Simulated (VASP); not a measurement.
The system is TaSi2.

```
Ta Si
1.0
     4.78000    0.00000    0.00000
    -2.39000    4.13960    0.00000
     0.00000    0.00000    6.56400
Ta Si
3 6
Direct
  0.00000 0.50000 0.16667
  0.50000 0.50000 0.83333
  0.50000 0.00000 0.50000
  0.33330 0.16665 0.16667
  0.16665 0.83335 0.83333
  0.83335 0.66670 0.50000
  0.66670 0.83335 0.16667
  0.83335 0.16665 0.83333
  0.16665 0.33330 0.50000
```

Base run:

| Property | Result |
| --- | --- |
| Program | VASP 6.6.1 |
| Functional | PBE |
| Potentials or basis | VASP PAW PBE potentials, release 64 (Ta_pv, Si) |
| Cutoff | 520 eV |
| k mesh | 5 × 5 × 3 |
| Occupations | gaussian, width 0.02 eV |
| Spin | no spin polarisation |

Its results: band gap on the k mesh none (metal or under the smearing width); pressure 3.6 GPa; largest force 0.794 eV/Å.

Task: After a change of settings the same cell gave: band gap on the k mesh none (metal or under the smearing width); pressure -0.9 GPa; largest force 0.755 eV/Å. Which change was it?
A. further incar settings from ALGO = Normal; EDIFF = 1e-07 to ALGO = Normal; EDIFF = 1e-06; NBANDS = 52
B. further incar settings from ALGO = Normal; EDIFF = 1e-07 to ALGO = Normal; EDIFF = 1e-06
C. functional from PBE to PBEsol; further incar settings from ALGO = Normal; EDIFF = 1e-07 to ALGO = Fast; EDIFF = 1e-06
D. further incar settings from ALGO = Normal; EDIFF = 1e-07 to ALGO = Normal; EDIFF = 1e-08

Result: C.

Caveats: the cell's inner coordinates are idealised or old, which leaves forces on the atoms; the PAW data sets were made with another functional, which shifts forces and pressure a little (some runs).
